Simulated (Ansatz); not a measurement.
# CsCl: the cost of one run

Program: Ansatz 0.2.0. PAW datasets, plane waves, zero pressure. Calculated at 0 K for a non-magnetic cell.

## Step 1: The cell

Space group Pm-3m (No. 221), cubic; conventional cell a = 4.144 Å, 35.57 Å³ an atom. Near Cs stand 8 Cl at 3.59 Å; near Cl stand 8 Cs at 3.59 Å.

Structure file:

```cif
data_structure
_symmetry_space_group_name_H-M 'Pm-3m'
_symmetry_Int_Tables_number 221
_cell_length_a 4.1437
_cell_length_b 4.1437
_cell_length_c 4.1437
_cell_angle_alpha 90.000
_cell_angle_beta 90.000
_cell_angle_gamma 90.000
_cell_volume 71.15
loop_
_atom_site_label
_atom_site_type_symbol
_atom_site_symmetry_multiplicity
_atom_site_Wyckoff_symbol
_atom_site_fract_x
_atom_site_fract_y
_atom_site_fract_z
_atom_site_occupancy
Cs1 Cs 1 a 0.00000 0.00000 0.00000 1
Cl1 Cl 1 b 0.50000 0.50000 0.50000 1
```

## Step 2: PBE: cell and atoms

File input.yaml:

```yaml
crystal:
  lattice:
    - [4.14369834, 0.0, 0.0]
    - [0.0, 4.14369834, 0.0]
    - [0.0, 0.0, 4.14369834]
  atoms:
    - { symbol: Cs, position: [0.0, 0.0, 0.0] }
    - { symbol: Cl, position: [0.5, 0.5, 0.5] }
kpoints:
  mp_grid: { grid: [6, 6, 6] }
hamiltonian:
  xc: pbe
scf:
  occupations: { method: fermi_dirac, width: 0.02 }
relax:
  f_tol: 0.005
  cell: {}
output:
  write_density: true
  write_potential: true
  elf: true
  volumetric_format: npy
```

The run is started by

```console
ansatz run input.yaml --threads 2 --pin off --max-ram 29491MiB --backend cpu --events-out ev --progress --plain --runs-dir out
```

**Question.** How long does this run take on 2 threads of AMD EPYC 7R13 (Zen 3), shared host, and how much memory does it need?

About 2.4 s, with a peak of 0.47 GiB.
